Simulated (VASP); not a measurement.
# AlP (F-43m) in VASP: further runs, part 2 of 2

VASP 6.6.1.

### Step 3. Single point, r2SCAN

This run uses another cell than the first one, of 21.78 Å³/atom.

The input, POSCAR:

```
AlP
1.0
    0.0000000000      2.7928547900      2.7928547900
    2.7928547900      0.0000000000      2.7928547900
    2.7928547900      2.7928547900      0.0000000000
Al P
1 1
Direct
    0.0000000000      0.0000000000      0.0000000000
    0.2500000000      0.2500000000      0.2500000000
```

The input, INCAR.step1:

```
SYSTEM = AlP
  PREC = Accurate
  ENCUT = 550
  ISMEAR = -1
  SIGMA = 0.02
  LREAL = .False.
  LASPH = .True.
  NELM = 120
  NBANDS = 11
  GGA = PE
  ALGO = Normal
  EDIFF = 1E-5
  LWAVE = .True.
  LCHARG = .False.
  GGA_COMPAT = .False.
```

The input, INCAR.step2:

```
SYSTEM = AlP
  PREC = Accurate
  ENCUT = 550
  EDIFF = 1E-6
  ISMEAR = -1
  SIGMA = 0.02
  LREAL = .False.
  LASPH = .True.
  NELM = 120
  ALGO = Normal
  ISIF = 2
  LWAVE = .False.
  LCHARG = .False.
  METAGGA = R2SCAN
  LMIXTAU = .True.
  NBANDS = 11
  ISTART = 1
  GGA_COMPAT = .False.
```

The input, KPOINTS:

```
Automatic mesh
0
Gamma
  10 10 10
  0 0 0
```

Potentials or basis: VASP PAW PBE potentials, release 64 (Al, P).

On the command line:

```bash
$ cat potpaw_PBE.64/Al/POTCAR potpaw_PBE.64/P/POTCAR > POTCAR
$ cp INCAR.step1 INCAR
$ mpirun -np 1 vasp_std > vasp.out
$ cp INCAR.step2 INCAR
$ mpirun -np 1 vasp_std > vasp.out
```

Wall time 89 s (1 thread of Intel Xeon Platinum 8259CL at 2.50GHz (Skylake/Cascade Lake), shared host); peak memory 0.17 GiB.

Results (log left out):

```yaml
Free_energy: -17.1681 eV
Pressure: -4.9 GPa
Band_gap_on_the_k_mesh: 2.03 eV (least direct gap 3.38 eV)
```

Levels at points of the mesh, in eV from the valence-band top:
```csv
k point,band 1,band 2,band 3,band 4,band 5,band 6,band 7,band 8,band 9
"(0.00, 0.00, 0.00)",-11.60,0.00,0.00,0.00,3.38,4.87,4.87,4.87,9.23
"(0.50, 0.00, 0.00)",-10.02,-5.37,-0.75,-0.75,3.05,5.19,5.19,8.72,11.94
"(0.50, 0.50, 0.00)",-9.40,-5.20,-2.04,-2.04,2.03,2.85,11.37,11.37,12.26
```

Caveat: the cell stands under tension; the PAW data sets were made with another functional, which shifts forces and pressure a little. r2SCAN opens gaps a little over a GGA but as a rule still falls short of measured ones.

### Step 4. Relaxation of cell and atoms, PBE

This run uses another cell than the first one, of 20.25 Å³/atom.

The input, INCAR:

```
SYSTEM = AlP
PREC     = Accurate       ! precision mode
ENCUT    = 500            ! plane-wave cutoff, eV
EDIFF    = 1E-7           ! SCF threshold, eV
ISMEAR   = -1             ! smearing method
SIGMA    = 0.02           ! smearing width, eV
LREAL    = .FALSE.        ! projectors in reciprocal space
LASPH    = .TRUE.         ! aspherical terms in the spheres
NELM     = 120            ! most SCF steps
ALGO     = Normal         ! electronic algorithm
ISIF     = 3              ! what is computed and relaxed
LWAVE    = .FALSE.        ! write WAVECAR
LCHARG   = .FALSE.        ! write CHGCAR
GGA      = PE             ! functional
IBRION   = 2              ! ionic algorithm
NSW      = 80             ! ionic steps
EDIFFG   = -0.01          ! ionic threshold
GGA_COMPAT= .FALSE.      
NELMIN   = 4
```

The input, KPOINTS:

```
Automatic mesh
0
G
  8 8 8
  0 0 0
```

The input, POSCAR:

```
AlP
1.0
    0.0000000000      2.7255000000      2.7255000000
    2.7255000000      0.0000000000      2.7255000000
    2.7255000000      2.7255000000      0.0000000000
Al P
1 1
Direct
    0.0000000000      0.0000000000      0.0000000000
    0.2500000000      0.2500000000      0.2500000000
```

On the command line:

```bash
$ cat potpaw_PBE.64/Al/POTCAR potpaw_PBE.64/P/POTCAR > POTCAR
$ mpirun -np 1 vasp_std > vasp.out
```

It took 18 s on 1 thread of Intel Xeon Platinum 8259CL at 2.50GHz (Skylake/Cascade Lake), shared host; peak memory 0.15 GiB.

The run converged. Its results:

```yaml
Free_energy: -10.3766 eV
Relaxed_volume: 20.86 Å³/atom
Relaxed_cell: a = 3.893 Å, b = 3.893 Å, c = 3.893 Å, α = 60.00°, β = 60.00°, γ = 60.00°
Space_group_after_relaxing_to_0.1_Å: F-43m (No. 216)
Energy_gained_by_relaxing: 4.9 meV/atom
Ionic_steps: 3
Pressure_after_relaxing: 0.0 GPa
Band_gap_on_the_k_mesh: 1.63 eV (least direct gap 3.09 eV)
```

Step by step:
| step | energy change (eV) | largest force (eV/Å) | pressure (GPa) | volume (Å³) |
| --- | --- | --- | --- | --- |
| 1 | 0.0000 | 0.0000 | 2.64 | 40.49 |
| 2 | -0.0064 | 0.0000 | -1.43 | 42.48 |
| 3 | -0.0098 | 0.0000 | 0.00 | 41.72 |

Final structure:
```
Al P
1.0
     0.00000    2.75278    2.75278
     2.75278    0.00000    2.75278
     2.75278    2.75278    0.00000
Al P
1 1
Cartesian
  0.0000 0.0000 0.0000
  1.3764 1.3764 1.3764
```

Levels at points of the mesh, in eV from the valence-band top:
| k point | band 1 | band 2 | band 3 | band 4 | band 5 | band 6 | band 7 | band 8 |
| --- | --- | --- | --- | --- | --- | --- | --- | --- |
| (0.00, 0.00, 0.00) | -11.36 | 0.00 | 0.00 | 0.00 | 3.09 | 4.53 | 4.53 | 4.53 |
| (0.50, 0.00, 0.00) | -9.75 | -5.42 | -0.75 | -0.75 | 2.72 | 4.81 | 4.81 | 8.21 |
| (0.50, 0.50, 0.00) | -9.11 | -5.22 | -2.05 | -2.05 | 1.63 | 2.47 | 10.86 | 10.86 |

A k mesh can miss the band edges. PBE usually gives volumes a little too large and moduli too small.

### Step 5. Single point, HSE06

This run uses another cell than the first one, of 20.55 Å³/atom.

The input, POSCAR:

```
AlP
1.0
    0.0000000000      2.7391326700      2.7391326700
    2.7391326700      0.0000000000      2.7391326700
    2.7391326700      2.7391326700      0.0000000000
Al P
1 1
Direct
    0.0000000000      0.0000000000      0.0000000000
    0.2500000000      0.2500000000      0.2500000000
```

The input, INCAR.step1:

```
  ALGO = Normal
  EDIFF = 1E-5
  ENCUT = 400
  GGA = PE
  GGA_COMPAT = F
  ISIF = 2
  ISMEAR = -1
  LASPH = T
  LREAL = F
  LWAVE = T
  NBANDS = 11
  NELM = 120
  PREC = Accurate
  SIGMA = 0.02
```

The input, INCAR.step2:

```
  ALGO = Normal
  EDIFF = 1E-6
  ENCUT = 400
  GGA = PE
  GGA_COMPAT = F
  HFSCREEN = 0.2079
  ISIF = 2
  ISMEAR = -1
  ISTART = 1
  LASPH = T
  LCHARG = T
  LELF = T
  LHFCALC = T
  LREAL = F
  LVHAR = T
  LWAVE = F
  NBANDS = 11
  NELM = 120
  PREC = Accurate
  PRECFOCK = Normal
  SIGMA = 0.02
```

The input, KPOINTS:

```
k-points
0
Gamma
  8 8 8
```

On the command line:

```bash
$ cat potpaw_PBE.64/Al/POTCAR potpaw_PBE.64/P/POTCAR > POTCAR
$ cp INCAR.step1 INCAR
$ mpirun -np 1 vasp_std > vasp.out
$ cp INCAR.step2 INCAR
$ mpirun -np 1 vasp_std > vasp.out
```

Run time: 23 min. Hardware: 1 thread of AMD EPYC 7R13 (Zen 3), shared host; peak memory 0.25 GiB.

The run converged. Its results:

| Item | Value |
| --- | --- |
| Free energy | -12.0044 eV |
| Pressure | -0.4 GPa |
| Band gap on the k mesh | 2.29 eV (least direct gap 4.13 eV) |

Levels at points of the mesh, in eV from the valence-band top:
```
           k point  band 1  band 2  band 3  band 4  band 5  band 6  band 7  band 8  band 9
(0.00, 0.00, 0.00)  -12.71    0.00    0.00    0.00    4.13    5.47    5.47    5.47   10.00
(0.50, 0.00, 0.00)  -10.88   -6.06   -0.84   -0.84    3.61    5.75    5.75    9.27   12.85
(0.50, 0.50, 0.00)  -10.15   -5.83   -2.30   -2.30    2.29    3.23   12.39   12.39   13.35
```

Caveat: the PAW data sets were made with another functional, which shifts forces and pressure a little.

### Step 6. Single point, PBE0

This run uses another cell than the first one, of 20.55 Å³/atom.

POSCAR is that of step 5.

The input, INCAR.step1:

```
SYSTEM = AlP
ALGO = Normal ; EDIFF = 1E-5
ENCUT = 400 ; GGA = PE
GGA_COMPAT = .FALSE. ; ISIF = 2
ISMEAR = -1 ; LASPH = .TRUE.
LCHARG = .FALSE. ; LREAL = .FALSE.
LWAVE = .TRUE. ; NBANDS = 11
NELM = 120 ; PREC = Accurate
SIGMA = 0.02
```

The input, INCAR.step2:

```
SYSTEM = AlP
AEXX = 0.25 ; ALGO = Normal
EDIFF = 1E-6 ; ENCUT = 400
GGA = PE ; GGA_COMPAT = .FALSE.
ISIF = 2 ; ISMEAR = -1
ISTART = 1 ; LASPH = .TRUE.
LCHARG = .FALSE. ; LHFCALC = .TRUE.
LREAL = .FALSE. ; LWAVE = .FALSE.
NBANDS = 11 ; NELM = 120
PREC = Accurate ; PRECFOCK = Normal
SIGMA = 0.02
```

The input, KPOINTS:

```
k-points
0
G
  8 8 8
  0 0 0
```

Potentials or basis: VASP PAW PBE potentials, release 64 (Al, P).

On the command line:

```bash
$ cat potpaw_PBE.64/Al/POTCAR potpaw_PBE.64/P/POTCAR > POTCAR
$ cp INCAR.step1 INCAR
$ mpirun -np 1 vasp_std > vasp.out
$ cp INCAR.step2 INCAR
$ mpirun -np 1 vasp_std > vasp.out
```

It took 26 min on 1 thread of Intel Xeon Platinum 8259CL at 2.50GHz (Skylake/Cascade Lake), shared host; peak memory 0.18 GiB.

It converged, with:

* Free energy: -12.9035 eV
* Pressure: -0.5 GPa
* Band gap on the k mesh: 2.97 eV (least direct gap 4.81 eV)

Levels at points of the mesh, in eV from the valence-band top:
```csv
k point,band 1,band 2,band 3,band 4,band 5,band 6,band 7,band 8,band 9
"(0.00, 0.00, 0.00)",-12.80,0.00,0.00,0.00,4.81,6.19,6.19,6.19,10.74
"(0.50, 0.00, 0.00)",-10.95,-6.14,-0.85,-0.85,4.30,6.46,6.46,9.99,13.61
"(0.50, 0.50, 0.00)",-10.22,-5.91,-2.33,-2.33,2.97,3.92,13.14,13.14,14.09
```

Caveat: the PAW data sets were made with another functional, which shifts forces and pressure a little.

### Step 7. Summary

| task | level | cell | k mesh | cutoff (eV) | grid for exact exchange (PRECFOCK) | share of exact exchange | screening parameter | gap on the mesh (eV) | pressure (GPa) |
| --- | --- | --- | --- | --- | --- | --- | --- | --- | --- |
| single point | r2SCAN | a = 3.925 Å, angles 60.0°, 2 atoms | 10 × 10 × 10 | 550 | - | - | - | 2.00 | -3.5 |
| single point | r2SCAN | a = 3.950 Å, angles 60.0°, 2 atoms | 10 × 10 × 10 | 550 | - | - | - | 2.03 | -4.9 |
| relaxation of cell and atoms | PBE | relaxed from a = 3.854 Å, angles 60.0°, 2 atoms | 8 × 8 × 8 | 500 | - | - | - | 1.63 | 0.0 |
| single point | HSE06 | a = 3.874 Å, angles 60.0°, 2 atoms | 8 × 8 × 8 | 400 | Normal | 0.25 | 0.2079 1/Å | 2.29 | -0.4 |
| single point | PBE0 | a = 3.874 Å, angles 60.0°, 2 atoms | 8 × 8 × 8 | 400 | Normal | 0.25 | - | 2.97 | -0.5 |

Alike in all rows: potentials or basis VASP PAW PBE potentials, release 64 (Al, P); no spin polarisation; smearing fermi-dirac 0.02 eV.

Caveats: the PAW data sets were made with another functional, which shifts forces and pressure a little (at least some runs); the cell stands under tension (at least some runs).

Absolute energies hang on the potentials; compare differences alone.

### Step 8. Against experiment

Step 5. Against the measured gap of AlP, 2.505 eV (indirect; 4.2 K; a printed reference work, data compilation), the calculated 2.29 eV is off by -0.22 eV. The value is that of HSE06 on a finite k mesh, which can miss the band edges, without temperature or zero-point motion.

Step 6. A measured gap of AlP is 2.505 eV (indirect; 4.2 K; a printed reference work, data compilation); the calculated 2.97 eV misses it by +0.46 eV. The value is that of PBE0 on a finite k mesh, which can miss the band edges, without temperature or zero-point motion.
